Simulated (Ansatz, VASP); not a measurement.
## One calculation of Be2C, two programs

Contents of INCAR:

```
SYSTEM = Be2C
ALGO = Normal
EDIFF = 1E-7
ENCUT = 520
GGA = PE
ISIF = 2
ISMEAR = -1
LASPH = .True.
LCHARG = .False.
LREAL = .False.
LWAVE = .False.
NBANDS = 11
NELM = 100
PREC = Accurate
SIGMA = 0.05
```

Contents of KPOINTS:

```
k-points
0
Gamma
  11 11 11
  0 0 0
```

The input POSCAR:

```
Be2C
1.0
    0.0000000000      2.2074617605      2.2074617605
    2.2074617605      0.0000000000      2.2074617605
    2.2074617605      2.2074617605      0.0000000000
C Be
1 2
Direct
    0.0000000000      0.0000000000      0.0000000000
    0.7500000000      0.7500000000      0.7500000000
    0.2500000000      0.2500000000      0.2500000000
```

input.yaml

```yaml
crystal:
  lattice:
    - [0.0, 2.2074617605, 2.2074617605]
    - [2.2074617605, 0.0, 2.2074617605]
    - [2.2074617605, 2.2074617605, 0.0]
  atoms:
    - { symbol: C, position: [0.0, 0.0, 0.0] }
    - { symbol: Be, position: [0.75, 0.75, 0.75] }
    - { symbol: Be, position: [0.25, 0.25, 0.25] }
hamiltonian:
  xc: pbe
  pseudopotentials: { kind: paw }
kpoints:
  mp_grid: { grid: [11, 11, 11] }
scf:
  occupations: { method: fermi_dirac, width: 0.05 }
output:
  forces: true
  stress: true
  eigenvalues: true
```

Change from the starting cell: volume scaled by 1.06.

Alike in both runs: task single point; functional PBE; k mesh 11 × 11 × 11; occupations fermi-dirac, width 0.05 eV; no spin polarisation.

|  | VASP | Ansatz |
| --- | --- | --- |
| version | VASP 6.6.1 | Ansatz 0.2.0 |
| potentials or method | VASP PAW PBE potentials, release 64 (C, Be) | Ansatz PAW |
| plane-wave cutoff (eV) | 520 | 420 |
| valence electrons in the cell | 8 | 8 |

Ansatz gave:

| Item | Value |
| --- | --- |
| gap on the k mesh at the Fermi level (eV) | 1.24 |
| least direct gap on the mesh (eV) | 4.02 |
| pressure (GPa) | -10.8 |

Estimate VASP's values.

gap on the k mesh at the Fermi level (eV): 1.22; least direct gap on the mesh (eV): 4.02; pressure (GPa): -10.5.

Caveats: an odd mesh through Γ misses points on the zone boundary, where band edges often lie (VASP); odd divisions of the mesh miss points on the zone boundary, where band edges often lie, so the gap on the mesh can be too wide (Ansatz).
